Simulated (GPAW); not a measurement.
# GaAs (F-43m) in GPAW: further runs

The runs below take GaAs through G0W0 quasiparticle levels, with AM05, PBEsol.

Program: GPAW 26.7.0. These are calculated values, not measurements. Logs are shortened: lines on timing, memory, paths and dates and some standing lists are left out, and cuts for length are marked. The log counts tension as positive stress, the text compression.

### Step 1. The structure

The structure is cubic, space group F-43m (No. 216). Conventional cell: a = 5.654 Å, b = 5.654 Å, c = 5.654 Å, α = 90.00°, β = 90.00°, γ = 90.00°. Around As (site symmetry -43m) lie 4 Ga at 2.45 Å. Around Ga (site symmetry -43m) lie 4 As at 2.45 Å.

### Step 2. G0W0 quasiparticle levels, AM05

run.py reads:

```python
import json
import numpy as np
from ase import Atoms
from ase.dft.bandgap import bandgap
from ase.io import write
from gpaw import GPAW, PW, setup_paths
from gpaw.response.g0w0 import G0W0

setup_paths.insert(0, '.')

atoms = Atoms(['As', 'Ga'],
              cell=[[0.0, 2.82685, 2.82685],
                    [2.82685, 0.0, 2.82685],
                    [2.82685, 2.82685, 0.0]],
              scaled_positions=[[0.75, 0.75, 0.75],
                                [0.0, 0.0, 0.0]],
              pbc=True)

calc = GPAW(mode=PW(400),
            xc='AM05',
            kpts={'size': (4, 4, 4), 'gamma': True},
            occupations={'name': 'fermi-dirac', 'width': 0.001},
            nbands=11,
            convergence={'density': 1e-06},
            maxiter=150,
            txt='gpaw.txt')
atoms.calc = calc
energy = atoms.get_potential_energy()
calc.write('gs.gpw')
write('result.traj', atoms)
print(f'Energy: {energy:.6f} eV')
print('Fermi level:', round(calc.get_fermi_level(), 4), 'eV')
print(f'Gap: {bandgap(calc)[0]:.4f} eV, direct: {bandgap(calc, direct=True)[0]:.4f} eV')

calc.diagonalize_full_hamiltonian(nbands=106)
calc.write('full.gpw', mode='all')

ibz = calc.get_ibz_k_points()
gap, vbm, cbm = bandgap(calc, output=None)
gap, direct, _ = bandgap(calc, direct=True, output=None)
gamma = int(np.abs(ibz).sum(1).argmin())
kpts = sorted({gamma, vbm[1], cbm[1], direct[1]})
gw = G0W0(calc='full.gpw',
          filename='gw',
          ecut=100,
          ecut_extrapolation=True,
          relbands=(-2, 2),
          kpts=kpts,
          integrate_gamma='WS',
          ppa=True)
gw.calculate()
results = {mode: {key: np.asarray(r[key]).tolist() for key in ['f', 'eps', 'vxc', 'exx', 'sigma', 'Z', 'qp', 'sigma_eskn']}
           for mode, r in gw.all_results.items()}
json.dump({'kpts': ibz[kpts].tolist(), 'results': results}, open('gw.json', 'w'))
for mode, r in results.items():
    f, qp = np.array(r['f']), np.array(r['qp'])
    print(mode, 'quasiparticle energies (eV):')
    print(qp.round(3))
    print(mode, 'gap:', round(qp[f < 0.5].min() - qp[f > 0.5].max(), 4), 'eV')
```

Potentials or basis: PAW data sets generated in the run's folder for this functional, pw.

On the command line:

```sh
> gpaw-setup -x -f AM05 As Ga
> OMP_NUM_THREADS=1 python run.py
```

gpaw.txt:

```text
__  _  _
 | _ |_)|_||  |
 |__||  | ||/\| - 26.7.0

Input parameters:
  mode=PW(ecut=400.0),
  convergence={'density': 1e-06},
  kpts=MonkhorstPack(size=(4, 4, 4), gamma=True),
  maxiter=150,
  nbands=11,
  occupations=Occupations(name='fermi-dirac', width=0.001),
  xc=XC(name='AM05')

Diagonalizing LCAO Hamiltonian
Converting LCAO to pw mode

                    As

       Ga

Atoms  # Å, Bohr magnetons
|   | symbol |        x |        y |        z |    initial magnetic moments |
|---|--------|----------|----------|----------|-----------------------------|
| 0 |     As | 4.240275 | 4.240275 | 4.240275 | ( 0.0000,  0.0000,  0.0000) |
| 1 |     Ga | 0.000000 | 0.000000 | 0.000000 | ( 0.0000,  0.0000,  0.0000) |

Unit cell  # Å
| periodic |        x |        y |        z |  lengths |    angles |
|----------|----------|----------|----------|----------|-----------|
|      yes | 0.000000 | 2.826850 | 2.826850 | 3.997770 | 60.000000 |
|      yes | 2.826850 | 0.000000 | 2.826850 | 3.997770 | 60.000000 |
|      yes | 2.826850 | 2.826850 | 0.000000 | 3.997770 | 60.000000 |

Number of symmetries: 24
Symmetry operations  # r_c * U_cc + t_c -> r_c
|    | kind |            matrix            |
|----|------|------------------------------|
|  0 |  E   |  1, 0, 0,  0, 1, 0,  0, 0, 1 |
|  1 |  σ   |  1, 0, 0,  0, 0, 1,  0, 1, 0 |
|  2 |  σ   |  1, 0,-1,  0, 1,-1,  0, 0,-1 |
|  3 |  C3  |  1, 0,-1,  0, 0,-1,  0, 1,-1 |
|  4 |  C3  |  1,-1, 0,  0,-1, 1,  0,-1, 0 |
|  5 |  σ   |  1,-1, 0,  0,-1, 0,  0,-1, 1 |
|  6 |  σ   |  0, 1, 0,  1, 0, 0,  0, 0, 1 |
|  7 |  C3  |  0, 1, 0,  0, 0, 1,  1, 0, 0 |
|  8 |  C2  |  0, 1,-1,  1, 0,-1,  0, 0,-1 |
|  9 |  S4  |  0, 1,-1,  0, 0,-1,  1, 0,-1 |
| 10 |  C3  |  0, 0, 1,  1, 0, 0,  0, 1, 0 |
| 11 |  σ   |  0, 0, 1,  0, 1, 0,  1, 0, 0 |
| 12 |  S4  |  0, 0,-1,  1, 0,-1,  0, 1,-1 |
| 13 |  C3  |  0, 0,-1,  0, 1,-1,  1, 0,-1 |
| 14 |  S4  |  0,-1, 1,  1,-1, 0,  0,-1, 0 |
| 15 |  C2  |  0,-1, 1,  0,-1, 0,  1,-1, 0 |
| 16 |  C3  |  0,-1, 0,  1,-1, 0,  0,-1, 1 |
| 17 |  S4  |  0,-1, 0,  0,-1, 1,  1,-1, 0 |
| 18 |  S4  | -1, 1, 0, -1, 0, 1, -1, 0, 0 |
| 19 |  C3  | -1, 1, 0, -1, 0, 0, -1, 0, 1 |
| 20 |  C3  | -1, 0, 1, -1, 1, 0, -1, 0, 0 |
| 21 |  S4  | -1, 0, 1, -1, 0, 0, -1, 1, 0 |
| 22 |  σ   | -1, 0, 0, -1, 1, 0, -1, 0, 1 |
| 23 |  C2  | -1, 0, 0, -1, 0, 1, -1, 1, 0 |

BZ-sampling:
  Number of BZ points: 64
  Number of IBZ points: 8

  Monkhorst-Pack size: [4, 4, 4]
  Monkhorst-Pack shift: [0.125, 0.125, 0.125]

K-points  # in reciprocal-cell coordinates
|   |                                coordinates |     weight |
|---|--------------------------------------------|------------|
| 0 | (  0.00000000,   0.00000000,   0.00000000) | 0.01562500 |
| 1 | (  0.25000000,   0.25000000,   0.00000000) | 0.09375000 |
| 2 | (  0.25000000,   0.25000000,   0.25000000) | 0.12500000 |
| 3 | (  0.50000000,   0.25000000,  -0.25000000) | 0.09375000 |
| 4 | (  0.50000000,   0.25000000,   0.25000000) | 0.18750000 |
| 5 | (  0.50000000,   0.50000000,   0.00000000) | 0.04687500 |
| 6 | (  0.50000000,   0.50000000,   0.25000000) | 0.37500000 |
| 7 | (  0.50000000,   0.50000000,   0.50000000) | 0.06250000 |

Plane wave coefficients: 869
Cutoff: 400.0 eV

Spin-components: 1 (collinear spins)
Bands:           11
Projectors:      10
Spin-degeneracy: 2
Datatype:        complex128

Parallelization:
  kpt:    1
  domain: 1
  band:   1

Density:
  Valence electrons: 8.0
  Components: 1
  Grid points: [20 20 20]
  Charge: 0.0  # |e|

Potential:
  Grid points: [20 20 20]

species:
  As:
    name:    Arsenic
    Z:       33.0
    valence: 5
    core:    28
    charge:  0.0  # [|e|]
    compensation charges:
      type: gauss
      rc: 0.33  # [Å]
      lmax: 2
    cutoffs:
      filter: 1.87  # [Å]
      core: 2.96  # [Å]
    projectors
    | kind |    occ | energy [eV] | rcut [Å] |
    |------|--------|-------------|----------|
    |   4s |  2.000 |     -14.452 |    1.058 |
    |   4p |  3.000 |      -5.157 |    1.058 |
    |    s |        |      12.760 |    1.058 |
    |    p |        |      22.054 |    1.058 |
    |    d |        |       0.000 |    1.058 |

    Using partial waves for As as LCAO basis

  Ga:
    name:    Gallium
    Z:       31.0
    valence: 3
    core:    28
    charge:  0.0  # [|e|]
    compensation charges:
      type: gauss
      rc: 0.37  # [Å]
      lmax: 2
    cutoffs:
      filter: 2.06  # [Å]
      core: 4.17  # [Å]
    projectors
    | kind |    occ | energy [eV] | rcut [Å] |
    |------|--------|-------------|----------|
    |   4s |  2.000 |      -8.914 |    1.164 |
    |   4p |  1.000 |      -2.533 |    1.164 |
    |    s |        |      18.298 |    1.164 |
    |    p |        |      24.678 |    1.164 |
    |    d |        |       0.000 |    1.164 |

    Using partial waves for Ga as LCAO basis

Reference energy: -114236.859322  # eV

eigensolver:
  PPCG
  Converge bands: occupied
  niter=2

density mixing:
  MSR1-Mixer
  Pratt-step length: 0.05
  Maximum mixing coefficient: 0.75
  Old densities: 10
  SVD Regularization: 0.005
  Good broyden scale: 1.0
  Trust region scale: 1.0
  Backstep threshold: 4.0
  History deletion threshold: 6.0
  Fourier metric: weight=20.0, sigma=0.015

occupation numbers:
  Fermi-Dirac:
    width: 0.0010  # eV

poisson solver:
  ecut: 3200.0  # eV

xc functional:
  name: AM05 with 2 nearest neighbor stencil

convergence criteria:
- Maximum integral of absolute [dens]ity change: 1e-06 electrons / valence electron
- Maximum [total energy] change in last 3 cyles: 0.0005 eV / valence electron
- Maximum integral of absolute [eigenst]ate change: 4e-08 eV^2 / valence electron
maximum number of iterations: 150

SCF iterations
|iter     | |      energy | eigst |  dens |
|---------|-|-------------|-------|-------|
|iter:   1| |   -8.495638 | -0.68 |       |
|iter:   2| |   -8.474884 | -3.09 | -0.87 |
|iter:   3| |   -8.384737 | -2.19 | -0.90 |
|iter:   4| |   -8.386570 | -3.66 | -1.50 |
|iter:   5| |   -8.386938c| -4.58 | -2.04 |
|iter:   6| |   -8.386966c| -5.86 | -2.75 |
|iter:   7| |   -8.386967c| -7.32 | -3.53 |
|iter:   8| |   -8.386967c| -8.29c| -4.10 |
|iter:   9| |   -8.386967c| -8.72c| -5.18 |
|iter:  10| |   -8.386967c| -8.94c| -5.57 |
|iter:  11| |   -8.386967c|-10.33c| -6.62c|

Converged in 11 steps
Energy contributions relative to reference atoms: (reference = -114236.859322)

Energy contributions:
  Kinetic:          25.919182
  Coulomb:         -22.684673
  Zero:              0.013441
  External:          0.000000
  Xc:              -11.634917
  Entropy:          -0.000000
  Spinorbit:         0.000000
  ----------------------------
  Free energy:      -8.386967
  Extrapolated:     -8.386967

dipole moment: (-10.971138, -10.971138, -10.971138)  # |e|*Ang

Fermi level: 4.913
Eigenvalues  # (at kpt = [0.000, 0.000, 0.000])
| band index |      eig [eV] | occ [0-2] |
|------------|---------------|-----------|
|          0 |        -7.806 |     2.000 |
|          1 |         4.893 |     2.000 |
|          2 |         4.893 |     2.000 |
|          3 |         4.893 |     2.000 |
|          4 |         5.453 |     0.000 |
|          5 |         8.609 |     0.000 |
|          6 |         8.609 |     0.000 |
|          7 |         8.609 |     0.000 |
|          8 |        12.548 |     0.000 |
|          9 |        14.933 |     0.000 |
|         10 |        14.933 |     0.000 |

Gap: 0.560 eV
Transition (v -> c):
  (s=0, k=0, n=3, [0.00, 0.00, 0.00]) -> (s=0, k=0, n=4, [0.00, 0.00, 0.00])
No difference between direct/indirect transitions
# Writing to gs.gpw (mode='')

Matrix size: 869x869
# Writing to full.gpw (mode='all')
```

It took 51 s on 1 thread of Arm Neoverse V1, shared host; peak memory 0.28 GiB.

What came out:

| Item | Value |
| --- | --- |
| Free energy | -8.3870 eV |
| Band gap on the k mesh, mean-field level | 0.56 eV, direct |
| Quasiparticle gap | 1.77 eV |
| Least direct quasiparticle gap | 1.77 eV |

Caveat: the k mesh is coarse (spacing up to 0.48 Å⁻¹), so the values aren't converged; the quasiparticle gap is taken among the few k points that were corrected; the long-wavelength limit can be off by a per cent or two.

### Step 3. G0W0 quasiparticle levels, PBEsol

Changes to run.py since step 2:

```diff
@@ -19,3 +19,3 @@
 calc = GPAW(mode=PW(400),
-            xc='AM05',
+            xc='PBEsol',
             kpts={'size': (4, 4, 4), 'gamma': True},
```

Potentials or basis: PAW data sets generated in the run's folder for this functional, pw.

On the command line:

```sh
> gpaw-setup -x -f PBEsol As Ga
> OMP_NUM_THREADS=1 python run.py
```

gpaw.txt:

```text
__  _  _
 | _ |_)|_||  |
 |__||  | ||/\| - 26.7.0

Input parameters:
  mode=PW(ecut=400.0),
  convergence={'density': 1e-06},
  kpts=MonkhorstPack(size=(4, 4, 4), gamma=True),
  maxiter=150,
  nbands=11,
  occupations=Occupations(name='fermi-dirac', width=0.001),
  xc=XC(name='PBEsol')

Diagonalizing LCAO Hamiltonian
Converting LCAO to pw mode

                    As

       Ga

Atoms  # Å, Bohr magnetons
|   | symbol |        x |        y |        z |    initial magnetic moments |
|---|--------|----------|----------|----------|-----------------------------|
| 0 |     As | 4.240275 | 4.240275 | 4.240275 | ( 0.0000,  0.0000,  0.0000) |
| 1 |     Ga | 0.000000 | 0.000000 | 0.000000 | ( 0.0000,  0.0000,  0.0000) |

Unit cell  # Å
| periodic |        x |        y |        z |  lengths |    angles |
|----------|----------|----------|----------|----------|-----------|
|      yes | 0.000000 | 2.826850 | 2.826850 | 3.997770 | 60.000000 |
|      yes | 2.826850 | 0.000000 | 2.826850 | 3.997770 | 60.000000 |
|      yes | 2.826850 | 2.826850 | 0.000000 | 3.997770 | 60.000000 |

Number of symmetries: 24
Symmetry operations  # r_c * U_cc + t_c -> r_c
|    | kind |            matrix            |
|----|------|------------------------------|
|  0 |  E   |  1, 0, 0,  0, 1, 0,  0, 0, 1 |
|  1 |  σ   |  1, 0, 0,  0, 0, 1,  0, 1, 0 |
|  2 |  σ   |  1, 0,-1,  0, 1,-1,  0, 0,-1 |
|  3 |  C3  |  1, 0,-1,  0, 0,-1,  0, 1,-1 |
|  4 |  C3  |  1,-1, 0,  0,-1, 1,  0,-1, 0 |
|  5 |  σ   |  1,-1, 0,  0,-1, 0,  0,-1, 1 |
|  6 |  σ   |  0, 1, 0,  1, 0, 0,  0, 0, 1 |
|  7 |  C3  |  0, 1, 0,  0, 0, 1,  1, 0, 0 |
|  8 |  C2  |  0, 1,-1,  1, 0,-1,  0, 0,-1 |
|  9 |  S4  |  0, 1,-1,  0, 0,-1,  1, 0,-1 |
| 10 |  C3  |  0, 0, 1,  1, 0, 0,  0, 1, 0 |
| 11 |  σ   |  0, 0, 1,  0, 1, 0,  1, 0, 0 |
| 12 |  S4  |  0, 0,-1,  1, 0,-1,  0, 1,-1 |
| 13 |  C3  |  0, 0,-1,  0, 1,-1,  1, 0,-1 |
| 14 |  S4  |  0,-1, 1,  1,-1, 0,  0,-1, 0 |
| 15 |  C2  |  0,-1, 1,  0,-1, 0,  1,-1, 0 |
| 16 |  C3  |  0,-1, 0,  1,-1, 0,  0,-1, 1 |
| 17 |  S4  |  0,-1, 0,  0,-1, 1,  1,-1, 0 |
| 18 |  S4  | -1, 1, 0, -1, 0, 1, -1, 0, 0 |
| 19 |  C3  | -1, 1, 0, -1, 0, 0, -1, 0, 1 |
| 20 |  C3  | -1, 0, 1, -1, 1, 0, -1, 0, 0 |
| 21 |  S4  | -1, 0, 1, -1, 0, 0, -1, 1, 0 |
| 22 |  σ   | -1, 0, 0, -1, 1, 0, -1, 0, 1 |
| 23 |  C2  | -1, 0, 0, -1, 0, 1, -1, 1, 0 |

BZ-sampling:
  Number of BZ points: 64
  Number of IBZ points: 8

  Monkhorst-Pack size: [4, 4, 4]
  Monkhorst-Pack shift: [0.125, 0.125, 0.125]

K-points  # in reciprocal-cell coordinates
|   |                                coordinates |     weight |
|---|--------------------------------------------|------------|
| 0 | (  0.00000000,   0.00000000,   0.00000000) | 0.01562500 |
| 1 | (  0.25000000,   0.25000000,   0.00000000) | 0.09375000 |
| 2 | (  0.25000000,   0.25000000,   0.25000000) | 0.12500000 |
| 3 | (  0.50000000,   0.25000000,  -0.25000000) | 0.09375000 |
| 4 | (  0.50000000,   0.25000000,   0.25000000) | 0.18750000 |
| 5 | (  0.50000000,   0.50000000,   0.00000000) | 0.04687500 |
| 6 | (  0.50000000,   0.50000000,   0.25000000) | 0.37500000 |
| 7 | (  0.50000000,   0.50000000,   0.50000000) | 0.06250000 |

Plane wave coefficients: 869
Cutoff: 400.0 eV

Spin-components: 1 (collinear spins)
Bands:           11
Projectors:      10
Spin-degeneracy: 2
Datatype:        complex128

Parallelization:
  kpt:    1
  domain: 1
  band:   1

Density:
  Valence electrons: 8.0
  Components: 1
  Grid points: [20 20 20]
  Charge: 0.0  # |e|

Potential:
  Grid points: [20 20 20]

species:
  As:
    name:    Arsenic
    Z:       33.0
    valence: 5
    core:    28
    charge:  0.0  # [|e|]
    compensation charges:
      type: gauss
      rc: 0.33  # [Å]
      lmax: 2
    cutoffs:
      filter: 1.87  # [Å]
      core: 2.96  # [Å]
    projectors
    | kind |    occ | energy [eV] | rcut [Å] |
    |------|--------|-------------|----------|
    |   4s |  2.000 |     -14.495 |    1.058 |
    |   4p |  3.000 |      -5.197 |    1.058 |
    |    s |        |      12.716 |    1.058 |
    |    p |        |      22.014 |    1.058 |
    |    d |        |       0.000 |    1.058 |

    Using partial waves for As as LCAO basis

  Ga:
    name:    Gallium
    Z:       31.0
    valence: 3
    core:    28
    charge:  0.0  # [|e|]
    compensation charges:
      type: gauss
      rc: 0.37  # [Å]
      lmax: 2
    cutoffs:
      filter: 2.06  # [Å]
      core: 4.17  # [Å]
    projectors
    | kind |    occ | energy [eV] | rcut [Å] |
    |------|--------|-------------|----------|
    |   4s |  2.000 |      -8.959 |    1.164 |
    |   4p |  1.000 |      -2.572 |    1.164 |
    |    s |        |      18.252 |    1.164 |
    |    p |        |      24.640 |    1.164 |
    |    d |        |       0.000 |    1.164 |

    Using partial waves for Ga as LCAO basis

Reference energy: -114303.878473  # eV

eigensolver:
  PPCG
  Converge bands: occupied
  niter=2

density mixing:
  MSR1-Mixer
  Pratt-step length: 0.05
  Maximum mixing coefficient: 0.75
  Old densities: 10
  SVD Regularization: 0.005
  Good broyden scale: 1.0
  Trust region scale: 1.0
  Backstep threshold: 4.0
  History deletion threshold: 6.0
  Fourier metric: weight=20.0, sigma=0.015

occupation numbers:
  Fermi-Dirac:
    width: 0.0010  # eV

poisson solver:
  ecut: 3200.0  # eV

xc functional:
  name: PBEsol with 2 nearest neighbor stencil

convergence criteria:
- Maximum integral of absolute [dens]ity change: 1e-06 electrons / valence electron
- Maximum [total energy] change in last 3 cyles: 0.0005 eV / valence electron
- Maximum integral of absolute [eigenst]ate change: 4e-08 eV^2 / valence electron
maximum number of iterations: 150

SCF iterations
|iter     | |      energy | eigst |  dens |
|---------|-|-------------|-------|-------|
|iter:   1| |   -8.995677 | -0.68 |       |
|iter:   2| |   -8.973294 | -3.10 | -0.88 |
|iter:   3| |   -8.868984 | -2.22 | -0.91 |
|iter:   4| |   -8.869091 | -3.70 | -1.52 |
|iter:   5| |   -8.869184c| -4.75 | -2.06 |
|iter:   6| |   -8.869194c| -6.05 | -2.83 |
|iter:   7| |   -8.869194c| -7.49c| -3.57 |
|iter:   8| |   -8.869194c| -7.58c| -4.10 |
|iter:   9| |   -8.869194c| -8.59c| -5.48 |
|iter:  10| |   -8.869194c| -9.26c| -6.04c|

Converged in 10 steps
Energy contributions relative to reference atoms: (reference = -114303.878473)

Energy contributions:
  Kinetic:          25.664204
  Coulomb:         -22.526720
  Zero:              0.011329
  External:          0.000000
  Xc:              -12.018007
  Entropy:          -0.000000
  Spinorbit:         0.000000
  ----------------------------
  Free energy:      -8.869194
  Extrapolated:     -8.869194

dipole moment: (-10.968325, -10.968325, -10.968325)  # |e|*Ang

Fermi level: 4.863
Eigenvalues  # (at kpt = [0.000, 0.000, 0.000])
| band index |      eig [eV] | occ [0-2] |
|------------|---------------|-----------|
|          0 |        -7.885 |     2.000 |
|          1 |         4.841 |     2.000 |
|          2 |         4.841 |     2.000 |
|          3 |         4.841 |     2.000 |
|          4 |         5.340 |     0.000 |
|          5 |         8.538 |     0.000 |
|          6 |         8.538 |     0.000 |
|          7 |         8.538 |     0.000 |
|          8 |        12.285 |     0.000 |
|          9 |        14.880 |     0.000 |
|         10 |        14.880 |     0.000 |

Gap: 0.499 eV
Transition (v -> c):
  (s=0, k=0, n=3, [0.00, 0.00, 0.00]) -> (s=0, k=0, n=4, [0.00, 0.00, 0.00])
No difference between direct/indirect transitions
# Writing to gs.gpw (mode='')

Matrix size: 869x869
# Writing to full.gpw (mode='all')
```

Run time: 51 s. Hardware: 1 thread of Arm Neoverse V1, shared host; peak memory 0.27 GiB.

Results:

| Quantity | Value |
| --- | --- |
| Free energy | -8.8692 eV |
| Band gap on the k mesh, mean-field level | 0.50 eV, direct |
| Quasiparticle gap | 1.73 eV |
| Least direct quasiparticle gap | 1.73 eV |

Caveat: the k mesh is coarse (spacing up to 0.48 Å⁻¹), so the values aren't converged; the quasiparticle gap is taken among the few k points that were corrected; the long-wavelength limit can be off by a per cent or two. A k mesh can miss the band edges.
